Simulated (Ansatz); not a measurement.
# Mg/GaN/Hf: conductance for both polarities, part 3 of 3

Wanted: the change of resistance of Mg/GaN/Hf with the barrier's polarity. The lower electrode is Mg hcp(0001), the upper one Hf hcp(0001); the barrier is GaN wurtzite(0001) (whole bilayers). In the first transport cell, after relaxation, the nearest pair of electrode and barrier is Mg–N at 2.04 Å, along the normal, at the lower face and Hf–Ga at 2.99 Å, at a slant, at the upper one. All share a net of side 3.205 Å, which strains the lower electrode by +0.5 %, the upper one by +0.2 % and the barrier by -0.5 %, against typed lattice constants near PBE's. The first steps treat the bulk electrodes alone.

Ansatz 0.2.0; PBE DFT, plane waves, PAW files (the session's first sound run).

So far, transmission at the Fermi level (a spin, zone mean): step 5 (T(E) of the junction, polarity N face on the lower electrode, gap between the …) 0.0177; step 6 (conductance, polarity N face on the lower electrode, gap between the electrodes …) 0.0174. Also channels of the lower lead: step 5 0.799; step 6 0.874.

## Step 8: Transmission over a wide range of energy, polarity Ga face on the lower electrode, gap between the electrodes 13.16 Å

This step: PBE DFT, plane waves, PAW files; ballistic transmission by layer matching between semi-infinite leads (Ansatz 0.2.0).

System of this step: Mg/GaN/Hf. The cell holds 30 atoms: 11 Mg, 4 Ga, 4 N and 11 Hf. Cell: a = 3.205 Å, b = 3.205 Å, c = 78.398 Å, α = 90.0°, β = 90.0°, γ = 120.0°. Regions: left electrode, 11 atoms (11 Mg); barrier, 8 atoms (4 Ga and 4 N); right electrode, 11 atoms (11 Hf). Vacuum lies along c.

A wide window again for the changed junction, to set beside the first polarity.

The input, input.yaml:

```yaml
crystal:
  lattice:
    - [3.205, 0.0, 0.0]
    - [-1.6025, 2.7756114191, 0.0]
    - [0.0, 0.0, 78.3979445079]
  atoms:
    - { symbol: Mg, position: [0.0, 0.0, 0.0892880552] }
    - { symbol: Mg, position: [0.33333333, 0.66666667, 0.1221958456] }
    - { symbol: Mg, position: [0.0, 0.0, 0.1551036359] }
    - { symbol: Mg, position: [0.33333333, 0.66666667, 0.1880114262] }
    - { symbol: Mg, position: [0.0, 0.0, 0.2209192165] }
    - { symbol: Mg, position: [0.33333333, 0.66666667, 0.2538270068] }
    - { symbol: Mg, position: [0.0, 0.0, 0.2867347971] }
    - { symbol: Mg, position: [0.33333333, 0.66666667, 0.3196425874] }
    - { symbol: Mg, position: [0.0, 0.0, 0.3525503777] }
    - { symbol: Mg, position: [0.33333333, 0.66666667, 0.385458168] }
    - { symbol: Mg, position: [0.0, 0.0, 0.4185953609] }
    - { symbol: Ga, position: [0.33333333, 0.66666667, 0.4497158195] }
    - { symbol: "N", position: [0.66666667, 0.33333333, 0.4590277974] }
    - { symbol: Ga, position: [0.66666667, 0.33333333, 0.4840223917] }
    - { symbol: "N", position: [0.33333333, 0.66666667, 0.492601586] }
    - { symbol: Ga, position: [0.33333333, 0.66666667, 0.5175718922] }
    - { symbol: "N", position: [0.66666667, 0.33333333, 0.5261096769] }
    - { symbol: Ga, position: [0.66666667, 0.33333333, 0.5511312315] }
    - { symbol: "N", position: [0.33333333, 0.66666667, 0.5595847775] }
    - { symbol: Hf, position: [0.33333333, 0.66666667, 0.5864950136] }
    - { symbol: Hf, position: [0.0, 0.0, 0.619519555] }
    - { symbol: Hf, position: [0.33333333, 0.66666667, 0.651874265] }
    - { symbol: Hf, position: [0.0, 0.0, 0.6842289749] }
    - { symbol: Hf, position: [0.33333333, 0.66666667, 0.7165836849] }
    - { symbol: Hf, position: [0.0, 0.0, 0.7489383949] }
    - { symbol: Hf, position: [0.33333333, 0.66666667, 0.7812931049] }
    - { symbol: Hf, position: [0.0, 0.0, 0.8136478148] }
    - { symbol: Hf, position: [0.33333333, 0.66666667, 0.8460025248] }
    - { symbol: Hf, position: [0.0, 0.0, 0.8783572348] }
    - { symbol: Hf, position: [0.33333333, 0.66666667, 0.9107119448] }
kpoints:
  mp_grid: { grid: [12, 12, 1] }
scf:
  occupations: { method: fermi_dirac, width: 0.1 }
  max_iter: 150
hamiltonian:
  xc: pbe
output:
  transmission:
    kmesh: [12, 12]
    e_range: [-4, 2]
    de: 0.1
    leads: [[4, 6], [24, 26]]
  dos: { projected: true, e_range: [-6, 5], de: 0.05 }
  write_potential: true
  write_density: true
  volumetric_format: npy
```

Command:

```
$ ansatz run input.yaml --threads 4 --pin off --max-ram 10240MiB --backend cpu --events-out ev --progress --plain --runs-dir out
```

The job ended after 5.8 min (4 threads of Arm Neoverse V2, shared host; peak memory 6.2 GiB).

Numbers from this step:

| Item | Value |
| --- | --- |
| free energy | -210766.7531 eV |
| Fermi energy | 9.967 eV |
| transmission at the Fermi level (a spin, zone mean) | 0.003019 |
| channels of the lower lead | 0.8403 |
| channels of the upper lead | 0.7083 |
| potential step in the lower lead | 23.2 meV |
| potential step in the upper lead | 37.6 meV |

One spin. The transmission, zone mean by energy, zero at the Fermi level:

```
energy (eV)  transmission, zone mean
      -4.00                    0.230
      -3.80                    0.332
      -3.60                    0.392
      -3.40                    0.372
      -3.20                    0.305
      -3.00                    0.266
      -2.80                    0.151
      -2.60                   0.0512
      -2.30                  0.00384
      -2.10                  0.00256
      -1.90                  0.00106
      -1.70                  0.00230
      -1.50                  0.00277
      -1.30                  0.00284
      -1.10                  0.00207
      -0.90                  0.00246
      -0.70                  0.00161
      -0.50                   4.7e-4
      -0.30                  0.00114
      -0.10                  0.00237
       0.00                  0.00302
       0.10                  0.00347
       0.30                  0.00128
       0.60                   0.0185
       0.80                  0.00473
       1.00                  0.00771
       1.20                   0.0186
       1.40                   0.0214
       1.60                   0.0103
       1.80                  0.00461
       2.00                   0.0118
```

One spin. Table of open channels, zone mean by energy, zero at the Fermi level:

```
energy (eV)  lower lead  upper lead
      -4.00       0.590       0.590
      -3.80       0.590       0.590
      -3.70       0.590       0.632
      -3.50       0.632       0.667
      -3.40       0.632        0.75
      -3.20       0.674       0.854
      -3.00       0.757       0.854
      -2.90       0.757       0.812
      -2.70       0.840        0.75
      -2.50       0.840       0.708
      -2.40       0.840       0.708
      -2.20       0.840       0.458
      -2.10       0.882       0.562
      -1.90       0.965       0.576
      -1.70        1.05       0.368
      -1.60        1.04       0.576
      -1.40           1       0.882
      -1.20        1.04        1.06
      -1.10        1.01        1.52
      -0.90        1.01        1.60
      -0.80       0.840        1.38
      -0.60       0.799       0.875
      -0.40       0.840       0.417
      -0.30       0.840         0.5
      -0.10       0.799       0.569
       0.00       0.840       0.708
       0.10       0.924        0.75
       0.20       0.896       0.875
       0.40       0.812        1.10
       0.50        1.06        1.22
       0.70        1.27        1.51
       0.90        1.35        1.42
       1.00        1.40        1.37
       1.20        1.23        1.02
       1.40        1.27       0.812
       1.50        1.23        1.14
       1.70        1.34        1.24
       1.80        1.30        1.16
       2.00        1.34       0.979
```

Transmission over k1 and k2. At 0.0000 eV from the Fermi level.

Ten even steps from '_' (0.00 × 1e-2) to '@' (2.78 × 1e-2):
```
________________________
________________________
@@________________@@____
________..--..__________
________--@@@@--________
________..@@--@@..______
__________--@@@@--______
____________..--..______
@@____@@________________
________________________
________________________
______@@__________@@____
```
Columns: k1 (b1) from -0.5 to 0.417; rows upwards: k2 (b2) from -0.5 to 0.417.

Open channels of the lower lead over k1 and k2. At 0.0000 eV from the Fermi level.

Ten even steps from '_' (0.00) to '@' (3.00):
```
**__--------__****____**
__----______----____@@__
----__--------__----____
__--__----------__--__**
**--__------------__--**
**__------------------__
****--__------------__--
__**__--__----------__--
--____----__--------__--
____@@____----______----
****____****__--------__
****__--__******__--__**
```
Columns: k1 (b1) from -0.5 to 0.417; rows upwards: k2 (b2) from -0.5 to 0.417.

Open channels of the upper lead over k1 and k2. At 0.0000 eV from the Fermi level.

Ten even steps from '_' (0.00) to '@' (2.00):
```
________________@@@@@@@@
@@______________@@@@@@@@
@@________________@@@@@@
@@______++++++______@@@@
________++@@@@++________
________++@@@@@@++______
__________++@@@@++______
@@@@@@______++++++______
@@@@@@@@________________
@@@@@@@@@@______________
__@@@@@@@@______________
____@@@@@@______@@@@@@__
```
Columns: k1 (b1) from -0.5 to 0.417; rows upwards: k2 (b2) from -0.5 to 0.417.

Projected DOS an atom over height of the atomic layer and energy from the Fermi level. Layers: Mg Mg Mg Mg Mg Mg Mg Mg Mg Mg Mg Ga N Ga N Ga N Ga N Hf Hf Hf Hf Hf Hf Hf Hf Hf Hf Hf; projections on atoms miss part of the total, and the computed bands can run out at the top of the range; a column is the mean of 2 neighbouring layers, the last of those left over.

Values in states/eV, 22 rows by 15 columns, each cell a mean:
```
0.02 0.02 0.02 0.02 0.02 0.16 0.22 0.16 0.16 0.38 0.64 0.63 0.68 0.64 0.66
0.04 0.03 0.03 0.04 0.03 0.22 0.31 0.40 0.38 0.58 0.74 0.68 0.73 0.65 0.68
0.06 0.06 0.06 0.05 0.05 0.20 0.34 0.44 0.43 0.61 0.59 0.65 0.60 0.60 0.91
0.06 0.05 0.06 0.06 0.07 0.22 0.30 0.42 0.45 0.61 0.52 0.58 0.58 0.58 0.95
0.06 0.07 0.08 0.06 0.07 0.19 0.16 0.16 0.17 0.50 0.60 0.64 0.64 0.65 0.89
0.09 0.09 0.08 0.11 0.09 0.22 0.11 0.07 0.08 0.40 0.68 0.64 0.66 0.70 1.11
0.11 0.09 0.10 0.08 0.09 0.19 0.09 0.04 0.06 0.42 1.19 1.21 1.18 1.20 1.09
0.11 0.11 0.09 0.09 0.10 0.18 0.07 0.03 0.10 0.81 1.55 1.44 1.43 1.47 1.35
0.17 0.14 0.14 0.14 0.12 0.19 0.06 0.02 0.09 0.94 1.50 1.56 1.56 1.44 1.54
0.15 0.14 0.15 0.14 0.18 0.22 0.07 0.02 0.06 0.67 1.16 1.24 1.25 1.25 1.41
0.13 0.14 0.15 0.16 0.18 0.19 0.06 0.01 0.03 0.47 0.78 0.65 0.65 0.71 1.30
0.17 0.14 0.12 0.13 0.10 0.19 0.07 0.01 0.02 0.47 1.54 1.39 1.40 1.45 1.28
0.26 0.20 0.22 0.20 0.19 0.24 0.12 0.03 0.02 0.43 0.97 1.14 1.14 1.10 1.30
0.31 0.30 0.28 0.28 0.30 0.28 0.30 0.16 0.06 0.26 0.72 0.81 0.79 0.76 0.55
0.29 0.26 0.26 0.26 0.25 0.27 0.47 0.39 0.31 0.58 0.96 0.89 0.88 0.93 0.85
0.31 0.29 0.30 0.30 0.29 0.27 0.60 0.59 0.58 0.79 0.76 0.73 0.74 0.70 0.74
0.29 0.28 0.29 0.29 0.27 0.27 0.66 0.83 0.66 0.69 0.65 0.70 0.70 0.71 0.61
0.27 0.26 0.25 0.25 0.25 0.29 0.59 0.75 0.81 0.83 0.45 0.50 0.51 0.49 0.40
0.23 0.28 0.27 0.27 0.27 0.25 0.49 0.45 0.49 0.71 0.29 0.31 0.30 0.30 0.26
0.21 0.23 0.22 0.22 0.23 0.25 0.48 0.44 0.50 0.68 0.22 0.21 0.21 0.22 0.19
0.18 0.19 0.19 0.20 0.20 0.13 0.23 0.26 0.28 0.35 0.15 0.15 0.16 0.15 0.15
0.15 0.17 0.17 0.17 0.17 0.14 0.26 0.38 0.47 0.50 0.13 0.13 0.13 0.13 0.11
```
Columns: height of the atomic layer (Å) from 8.29 to 70.1 (not evenly spaced); rows upwards: energy from the Fermi level (eV) from -6 to 5.

At the Fermi level the transmission is 0.0030, as a zone mean for one spin on this coarse mesh. At the Fermi level the layers of this cell's barrier hold from 0.0068 to 0.22 states an eV and atom. In the worse lead the potential repeats within 38 meV, which the program flags as too much for a lead, so G carries that doubt.

## Step 9: Conductance, polarity Ga face on the lower electrode, gap between the electrodes 13.16 Å

The conductance of the changed junction, on the mesh and energies of the first conductance run.

input.yaml: that of step 8 with these lines changed.

```diff
@@ -45,9 +45,5 @@
   transmission:
-    kmesh: [12, 12]
-    e_range: [-4, 2]
-    de: 0.1
+    kmesh: [30, 30]
+    e_range: [-0.26, 0.27]
+    de: 0.0375
     leads: [[4, 6], [24, 26]]
-  dos: { projected: true, e_range: [-6, 5], de: 0.05 }
-  write_potential: true
-  write_density: true
-  volumetric_format: npy
```

The job ended after 6.9 min (4 threads; peak memory 5.2 GiB; 26 min of CPU time).

Numbers from this step:

One spin. Table of transmission, zone mean by energy, zero at the Fermi level:

```
energy (eV)  transmission, zone mean
     -0.260                  0.00152
     -0.223                  0.00168
     -0.185                  0.00189
     -0.147                  0.00212
     -0.110                  0.00222
     -0.072                  0.00220
     -0.035                  0.00222
      0.003                  0.00272
      0.040                  0.00276
      0.077                  0.00311
      0.115                  0.00265
      0.152                  0.00240
      0.190                  0.00247
      0.228                  0.00271
      0.265                  0.00231
```

One spin. The open channels, zone mean by energy, zero at the Fermi level:

```
energy (eV)  lower lead  upper lead
     -0.260       0.854       0.513
     -0.223       0.881       0.573
     -0.185       0.888       0.618
     -0.147       0.814       0.631
     -0.110       0.868       0.658
     -0.072       0.868       0.624
     -0.035       0.881       0.627
      0.003       0.888       0.673
      0.040       0.908        0.68
      0.077       0.861       0.707
      0.115       0.928       0.747
      0.152       0.988       0.767
      0.190       0.948       0.873
      0.228       0.983       0.967
      0.265       0.943        1.01
```

Transmission over k1 and k2. At 0.0025 eV from the Fermi level.

Ten even steps from '0' (0.00 × 1e-2) to '9' (2.69 × 1e-2), each cell a mean:
```
000000091900000000000001100000
000000000000000000000000000000
000000000000000000000000000000
000000000000000000000000000000
470000000000000000000741000001
550000000000000000000126100001
070000000011221000000007000000
000000000124776410000000000000
000000000138999984100000000000
000000000129985689510000000000
000000000016983348941000000000
000000000002798547992000000000
000000000000259989993100000000
000000000000013688852100000000
000000040000000112221000000004
400000181000000000000000000006
510000025900000000000000000009
000000000000000000000000000000
000000000000000000000000000000
000000000000000000000000000000
000000010000000000000515000000
000000155000000000000458000000
```
Columns: k1 (b1) from -0.5 to 0.467; rows upwards: k2 (b2) from -0.5 to 0.467.

G = 2.3e12 S/m² (1/G = 0.436 Ω µm²), 0.15 times the step before of this kind. The largest error estimate is 40 %, from the leads' potential steps. In the worse lead the potential repeats within 38 meV, which the program flags as too much for a lead, so G carries that doubt.

## Step 10: Electroresistance

This step: Tunnel electroresistance (G_up - G_down) / G_down from the conductances of both polarities, PBE DFT, plane waves, PAW files (Ansatz 0.2.0).

No new run: the two polarities are divided.

This step gave:

```
conductance, first polarity (S/m²)  : 1.56e13
conductance, second polarity (S/m²) : 2.29e12
electroresistance                   : 580 %
```

The two conductances carry error estimates of up to 23 % and 40 %, which the ratio inherits.

## Step 11: A repeat with changed settings

This step: PBE DFT, plane waves, PAW files; ballistic transmission by layer matching between semi-infinite leads; changed: output.transmission.kmesh = [3, 3] (Ansatz 0.2.0).

System of this step: Mg/GaN/Hf. The cell holds 30 atoms: 11 Mg, 4 N, 4 Ga and 11 Hf. Its edges and angles: a = 3.205 Å, b = 3.205 Å, c = 77.949 Å, α = 90.0°, β = 90.0°, γ = 120.0°. Regions: left electrode, 11 atoms (11 Mg); barrier, 8 atoms (4 N and 4 Ga); right electrode, 11 atoms (11 Hf). Vacuum lies along c.

It is meant to test whether the mesh across the current is converged. Where the input is shown as a difference, that is against the step before, not the twin.

The input, input.yaml:

```yaml
crystal:
  lattice:
    - [3.205, 0.0, 0.0]
    - [-1.6025, 2.7756114191, 0.0]
    - [0.0, 0.0, 77.948687675]
  atoms:
    - { symbol: Mg, position: [0.0, 0.0, 0.0898026665] }
    - { symbol: Mg, position: [0.33333333, 0.66666667, 0.1229001206] }
    - { symbol: Mg, position: [0.0, 0.0, 0.1559975748] }
    - { symbol: Mg, position: [0.33333333, 0.66666667, 0.189095029] }
    - { symbol: Mg, position: [0.0, 0.0, 0.2221924832] }
    - { symbol: Mg, position: [0.33333333, 0.66666667, 0.2552899374] }
    - { symbol: Mg, position: [0.0, 0.0, 0.2883873915] }
    - { symbol: Mg, position: [0.33333333, 0.66666667, 0.3214848457] }
    - { symbol: Mg, position: [0.0, 0.0, 0.3545822999] }
    - { symbol: Mg, position: [0.33333333, 0.66666667, 0.3876797541] }
    - { symbol: Mg, position: [0.0, 0.0, 0.4194034572] }
    - { symbol: "N", position: [0.0, 0.0, 0.4455208471] }
    - { symbol: Ga, position: [0.33333333, 0.66666667, 0.4537149578] }
    - { symbol: "N", position: [0.33333333, 0.66666667, 0.4792718911] }
    - { symbol: Ga, position: [0.0, 0.0, 0.4873934152] }
    - { symbol: "N", position: [0.0, 0.0, 0.5129367971] }
    - { symbol: Ga, position: [0.33333333, 0.66666667, 0.5210908407] }
    - { symbol: "N", position: [0.33333333, 0.66666667, 0.5465906259] }
    - { symbol: Ga, position: [0.0, 0.0, 0.5555241377] }
    - { symbol: Hf, position: [0.33333333, 0.66666667, 0.5856307228] }
    - { symbol: Hf, position: [0.0, 0.0, 0.617326658] }
    - { symbol: Hf, position: [0.33333333, 0.66666667, 0.6498678442] }
    - { symbol: Hf, position: [0.0, 0.0, 0.6824090304] }
    - { symbol: Hf, position: [0.33333333, 0.66666667, 0.7149502165] }
    - { symbol: Hf, position: [0.0, 0.0, 0.7474914027] }
    - { symbol: Hf, position: [0.33333333, 0.66666667, 0.7800325889] }
    - { symbol: Hf, position: [0.0, 0.0, 0.812573775] }
    - { symbol: Hf, position: [0.33333333, 0.66666667, 0.8451149612] }
    - { symbol: Hf, position: [0.0, 0.0, 0.8776561474] }
    - { symbol: Hf, position: [0.33333333, 0.66666667, 0.9101973335] }
kpoints:
  mp_grid: { grid: [12, 12, 1] }
scf:
  occupations: { method: fermi_dirac, width: 0.1 }
  max_iter: 150
hamiltonian:
  xc: pbe
output:
  transmission:
    kmesh: [3, 3]
    e_range: [-4, 2]
    de: 0.1
    leads: [[4, 6], [24, 26]]
  dos: { projected: true, e_range: [-6, 5], de: 0.05 }
  write_potential: true
  write_density: true
  volumetric_format: npy
```

The job ended after 5.3 min (4 threads; peak memory 6.2 GiB; 21 min of CPU time).

Residual by cycle:

cycle, log10 residual and a bar from the least value:
```
        1        3.2 ##############################
        2        0.3 ######################
        3       -1.2 ##################
        4       -1.6 #################
        5       -2.8 #############
        6       -3.7 ###########
        7       -4.6 ########
        8       -5.3 #######
        9       -6.2 ####
       10       -6.9 ##
       11       -7.6
```

The run finished with changed settings (output.transmission.kmesh = [3, 3]); it serves as a test.

The transmission at the Fermi level, both spins, is 0.0439 against 0.0354 in the twin: a change of +24 %.

Side by side:

```
                                           quantity  this run  sound run  difference
transmission at the Fermi level (a spin, zone mean)  0.021950   0.017725     0.00423
                         channels of the lower lead    1.4444    0.79861       0.646
                         channels of the upper lead   0.66667    0.70833     -0.0417
```

The two runs differ clearly in the channels of the lower lead: 1.44 against 0.799.

## Step 12: Summary of results

| Quantity | Value |
| --- | --- |
| conductance, N face on the lower electrode | 1.6e13 S/m² |
| conductance, Ga face on the lower electrode | 2.3e12 S/m² |

In words: The two polarities differ in conductance by a factor of 6.8, the better conductor being «N face on the lower electrode», by more than the error estimates. The ratio includes whatever the relaxation rebuilt at the faces. The polarity here is that of growth: the two cells are two junctions, and whether a field could switch one into the other isn't tested. The distance between the electrodes differs too: it is 12.96 against 13.16 Å. The program's largest error estimate on these conductances is 40 %, from the leads' potential steps, in the run that gave 2.3e12 S/m². In 2 of these 2 runs a lead's potential steps by more than 25 meV, which the program flags as too much. No spin-orbit coupling, phonons, disorder or image charges enter; the interfaces are ordered, one cell wide and lattice-matched by strain. Semilocal gaps are too small, which can bring a band edge of the barrier nearer to the Fermi level than it is.

[Logs are printed without paths, hosts, clocks, repeated set-up lines and the standing remarks that a program may print on its own settings, such as how far it seeks lower states.]

[Hosts, paths, dates, database ids (printed as entryN), source tags and the programs' standing remarks are cut or masked in the printed files.]
